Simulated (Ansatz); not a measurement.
Runs of Ansatz 0.2.0 on MoS2. It takes space group P6_3/mmc (No. 194, hexagonal). Conventional cell: a = 3.169 Å, b = 3.169 Å, c = 12.324 Å, α = 90.00°, β = 90.00°, γ = 120.00°. Around Mo (site symmetry -6m2) lie 6 S at 2.41 Å. Around S (site symmetry 3m) lie 3 Mo at 2.41 Å. 

| task | level | spin | cell | k mesh | cutoff (eV) | points for each segment of the path | gap on the mesh (eV) | pressure (GPa) | relaxed volume (Å³/atom) | largest force (eV/Å) |
| --- | --- | --- | --- | --- | --- | --- | --- | --- | --- | --- |
| relaxation of cell and atoms | PBEsol+D3(BJ) | off | relaxed | 10 × 10 × 3 | 420 | - | 0.57 | 0.0 | 16.33 | - |
| band structure | LDA | off | as given | 10 × 10 × 3 | 420 | 14 | (b) | -5.7 | - | 0.48 |
| relaxation of cell and atoms | PBEsol+D4 | off | relaxed | 10 × 10 × 3 | 420 | - | (a) | 0.0 | 16.78 | - |
| band structure | PBEsol | off | as given | 10 × 10 × 3 | 420 | 14 | 0.88 | -3.0 | - | 0.31 |
| relaxation of cell and atoms | PBEsol | off | relaxed | 10 × 10 × 3 | 420 | - | 1.02 | 0.0 | 17.91 | - |
| band structure | r2SCAN | SOC, no magnetisation | as given | 7 × 7 × 3 | 500 | 14 | 1.09 | 0.8 | - | 0.24 |
| relaxation of cell and atoms | LDA | off | relaxed | 10 × 10 × 3 | 420 | - | 0.76 | 0.0 | 16.99 | - |
| band structure | LDA | SOC, no magnetisation | as given | 7 × 7 × 3 | 420 | 14 | 0.92 | -5.7 | - | 0.48 |

Alike in all rows: potentials or basis Ansatz PAW; smearing fermi-dirac 0.05 eV.

Problem. Fill in the values left out.

Solution. (a) 0.70; (b) 0.85.

Caveats: the PAW data sets come from PBE, with cores solved anew for the run's functional, which leaves a small shift of forces and pressure; odd divisions of the mesh miss points on the zone boundary, where band edges often lie, so the gap on the mesh can be too wide (some runs); the plane-wave basis is chosen anew once the cell has moved, so the energies of steps on either side of that aren't comparable (some runs); this functional lacks dispersion, which binds the layers, so the pressure and a relaxed spacing across them are unreliable (some runs); the k mesh misses the band edges, so the gap on the mesh is wider than the one along the path (some runs).

A k mesh can miss the band edges, and rows without SOC leave out spin-orbit coupling on Mo.

Runs at the PBE level aren't shown here.
